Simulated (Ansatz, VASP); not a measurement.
# One calculation of Ni, two programs

```xyz
1
Lattice="-1.2236 1.2236 1.2236 1.2236 -1.2236 1.2236 1.2236 1.2236 -1.2236" Properties=species:S:1:pos:R:3 pbc="T T T"
Ni    0.0000    0.0000    0.0000
```

Change from the starting cell: volume scaled by 0.7, PAW files.

Alike in both runs: task single point; functional PBEsol; k mesh 21 × 21 × 21; occupations fermi-dirac, width 0.08 eV; collinear spin.

|  | VASP | Ansatz |
| --- | --- | --- |
| version | VASP 6.6.1 | Ansatz 0.2.0 |
| potentials or method | VASP PAW PBE potentials, release 64 (Ni) | PAW with Ansatz's default frozen-core files, scalar-relativistic |
| plane-wave cutoff (eV) | 520 | 420 |
| valence electrons in the cell | 10 | 18 |

```csv
,VASP,Ansatz,Ansatz less VASP
pressure (GPa),183.8,184.6,+0.74
net moment per atom (μB),0.00,0.00,0.000
```

The functional is the same, so the differences come from potentials, cutoffs and numerics. The two sets of potentials don't hold the same shells in valence. Ansatz warned: «seeded_moment_not_kept».

Caveats: the cell as given lies far from equilibrium; so large a pressure means that the cell lies far from this level's equilibrium, or that cutoff or potentials fall short (VASP); the potentials were made for another functional, which shifts forces and pressure (VASP).
